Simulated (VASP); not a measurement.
Set up this calculation in VASP 6.6.1, as the native input.

```yaml
Task: relaxation of cell and atoms
Functional: PBEsol
Potentials_or_basis: VASP PAW PBE potentials, release 64 (Sn_d, Se)
Cutoff: 600 eV
k_mesh: 10 × 10 × 10
Occupations: gaussian, width 0.03 eV
Spin: no spin polarisation
Further_INCAR_settings: ALGO = Normal; EDIFF = 1e-07; IBRION = 2; EDIFFG = -0.005; NSW = 90; ISIF = 3
```

The structure of SnSe lies in POSCAR:

```
SnSe                                    
1.0
   -0.0000000000      2.9758393126      2.9758393126
    2.9758393126      0.0000000000      2.9758393126
    2.9758393126      2.9758393126     -0.0000000000
  Sn              Se            
     1     1
Direct
     0.0000000000000000    0.0000000000000000    0.0000000000000000
     0.5000000000000000    0.5000000000000000    0.5000000000000000
```

The cell was built by a generator and needn't be a form met in nature.

The input as run:

INCAR

```
SYSTEM = SnSe
PREC = Accurate
ENCUT = 600
EDIFF = 1E-7
ISMEAR = 0
SIGMA = 0.03
LREAL = .False.
LASPH = .True.
NELM = 80
ALGO = Normal
ISIF = 3
LWAVE = .False.
LCHARG = .False.
GGA = PS
IBRION = 2
NSW = 90
EDIFFG = -0.005
```

KPOINTS

```
regular mesh
0
Gamma
  10 10 10
  0 0 0
```

Potentials or basis: VASP PAW PBE potentials, release 64 (Sn_d, Se).

Run with:

```bash
$ cat potpaw_PBE.64/Sn_d/POTCAR potpaw_PBE.64/Se/POTCAR > POTCAR
$ mpirun -np 1 vasp_std > vasp.out
```

It gave:

* Pressure after relaxing: 0.0 GPa
* Band gap on the k mesh: 0.48 eV, indirect (least direct gap 0.58 eV)

Caveat: the relaxation stopped at its first step, so nothing moved; the PAW data sets were made with another functional, which shifts forces and pressure a little; spin-orbit coupling is left out, which moves the levels of the heavy elements.

It took 28 s on 1 thread of Intel(R) Xeon(R) Platinum 8488C (Sapphire Rapids), on a shared host, peak memory 0.23 GiB.
